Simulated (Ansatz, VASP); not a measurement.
# One calculation of I, two programs

```xyz
1
Lattice="0.0000 2.3497 3.8836 2.1775 0.0000 3.8836 2.1775 2.3497 0.0000" Properties=species:S:1:pos:R:3 pbc="T T T"
I     0.0000    0.0000    0.0000
```

Alike in both runs: task single point; functional PBE; dispersion D3(BJ); k mesh 9 × 9 × 9; occupations fermi-dirac, width 0.05 eV; no spin polarisation.

|  | VASP | Ansatz |
| --- | --- | --- |
| version | VASP 6.6.1 | Ansatz 0.2.0 |
| potentials or method | VASP PAW PBE potentials, release 64 (I) | Ansatz PAW |
| plane-wave cutoff (eV) | 520 | 420 |
| valence electrons in the cell | 7 | 17 |

```tsv
	VASP	Ansatz	Ansatz less VASP
gap on the k mesh at the Fermi level (eV)	none	none	-
pressure (GPa)	-0.5	-0.4	+0.03
largest component of the traceless stress (GPa)	0.32	0.36	+0.041
dispersion energy (meV/atom)	-324.4	-324.5	-0.09
```

A gap of «none» marks a metal or a gap that the smearing closes. The two sets of potentials don't hold the same shells in valence.

Caveats: an odd number of electrons without spin polarisation forces a metal; a magnetic or distorted state may lie lower; pairwise dispersion overbinds metals, which lowers pressure and volume. The runs have no spin-orbit coupling, so splittings on I are missing.
